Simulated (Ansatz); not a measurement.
Ag: equation of state with PBEsol

The system is Ag.

```
CELL_PARAMETERS angstrom
0.00000 2.04275 2.04275
2.04275 0.00000 2.04275
2.04275 2.04275 0.00000
ATOMIC_POSITIONS crystal
Ag 0.00000 0.00000 0.00000
```

| Property | Result |
| --- | --- |
| Program | Ansatz 0.2.0 |
| Task | equation of state |
| Functional | PBEsol |
| Potentials or basis | Ansatz PAW |
| Cutoff | 420 eV |
| Density cutoff | 1680 eV |
| k mesh | 11 × 11 × 11 |
| Occupations | fermi-dirac, width 0.05 eV |
| Spin | no spin polarisation |

| Quantity | Value |
| --- | --- |
| Equilibrium volume | 16.61 Å³/atom |
| Bulk modulus | 120 GPa |
| Pressure derivative of the bulk modulus | 6.0 |

Energy against volume, from the lowest point:
```
volume (Å³/atom)  energy (meV/atom)
          16.025               8.21
          16.366               1.19
          16.707               0.00
          17.048               3.87
          17.389              12.12
          17.730              24.14
          18.071              39.41
```

All runs of the series together: 3.5 s on 2 threads of Arm Neoverse V2, with other jobs on the host.
